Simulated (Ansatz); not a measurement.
# ZrN: single point, HSE06-type hybrid with an exact-exchange fraction of 0.45 and a screening parameter of 0.1 Å⁻¹ (computed with Ansatz 0.2.0, plane waves, PAW)

Run with:

```bash
ansatz run input.yaml --threads 4 --pin off --max-ram 8192MiB --backend cpu --events-out ev --progress --plain --runs-dir out
```

The input:

```yaml
crystal:
  lattice:
    - [0.0, 2.2842273067, 2.2842273067]
    - [2.2842273067, 0.0, 2.2842273067]
    - [2.2842273067, 2.2842273067, 0.0]
  atoms:
    - { symbol: Zr, position: [0.5, 0.5, 0.5] }
    - { symbol: "N", position: [0.0, 0.0, 0.0] }
basis:
  ecutwfc: 420
  ecutrho_ratio: 4
kpoints:
  mp_grid: { grid: [6, 6, 6] }
hamiltonian:
  xc: { preset: hse06, exx: { coeff: 0.45, omega: 0.1 } }
scf:
  occupations: { method: gaussian, width: 0.05 }
  n_extra_bands: 9
output:
  forces: true
  stress: true
  eigenvalues: true
  populations: true
  dos: { projected: true, de: 0.02 }
  write_density: true
  write_potential: true
  elf: true
  volumetric_format: npy
```

What does this run give?

gap on the mesh zero (metallic on this mesh); pressure -6.2 GPa.

Output (shortened):

```
scf.n_extra_bands = 9 over 9 filled bands (N_el = 17.0): the run solves 18 bands
Engine: ansatz 0.2.0, aarch64-unknown-linux-gnu
Crystal: 2 atoms, lattice volume = 23.837 Å³
Basis set: ecut = 420 eV, 459 PW (Γ), exchange–correlation on 48×48×48 points (8 copies of the dense FFT grid, shifted against one another)
Bands: 18, of which v1, the nominal top of the filled ones, is band 9 counted from 1 (8 counted from 0)
Symmetry: 48 space group operations
Space group: Fm-3m (ITA 225), of the structure as read, at distance tolerance 2.9e-5 Å
k-points: 16 of 216
Initial wavefunctions: pseudopotential atomic-orbital guess
[…]
  Residual-converged pass: ⟨swp⟩=1.9  Hψ=352  notcnv=0  max |occ|·‖R‖ = 2.4e-6 eV (tolerance 2.4e-6 eV)  dr2=9.38e-9  dr2_onsite=2.16e-11  max |Δocc| = 3.0e-55
hybrid outer 3: dexx = +2.386e-6 eV, tail = 2.89e-8 eV, Δε = 8.01e-3 eV (about 2.73e-4 eV left of the loop's levels)
hybrid SCF converged: 3 outer / 16 inner (+7 warm-up), last move |dexx| = 2.39e-6 eV, tail = 2.89e-8 eV
Stability not checked: this state was not tested for a lower state beside it, because the functional holds exact exchange (a hybrid, or Hartree-Fock), whose exchange loop this test does not read (fock_operator; see scf.lower_state_search)
Free energy (F): -4575.539650 eV
Frozen-core exchange: fock
Harris-Foulkes:  -4575.539650 eV  (|F-HF|=6.86e-10)
Internal energy: -4575.538818 eV  (E = F + TS)
E sigma→0 (E₀):  -4575.539234 eV
Entropy (-TS):   -0.000832 eV (-0.416 meV/atom)
Fermi energy:    18.514713 eV
--- Forces (eV/Å), atoms counted from 1 ---
  atom   1  Zr     0.00000000    -0.00000000     0.00000000
  atom   2  N     -0.00000000     0.00000000    -0.00000000
--- Stress (GPa, compression-positive) ---
       -6.227266       0.000000       0.000000
       -0.000000      -6.227266       0.000000
       -0.000000      -0.000000      -6.227266
  P = ⅓ Tr σ = -6.2273 GPa (-62.273 kbar)
--- Löwdin populations: 2 sites ---
  site symbol       q [e]
     0     Zr     11.0844
     1      N      5.8251
  spilling = 0.005326 (of n_electrons = 17.000000)
```

Time: 8.4 s on 4 threads of Arm Neoverse V1, with other jobs on the host, peak memory 0.85 GiB.

Caveats: exact exchange suits metals badly: it thins the states at the Fermi level; filled bands differ between k-points; stress loosely converged; the mesh of this hybrid run is coarse for a metal.
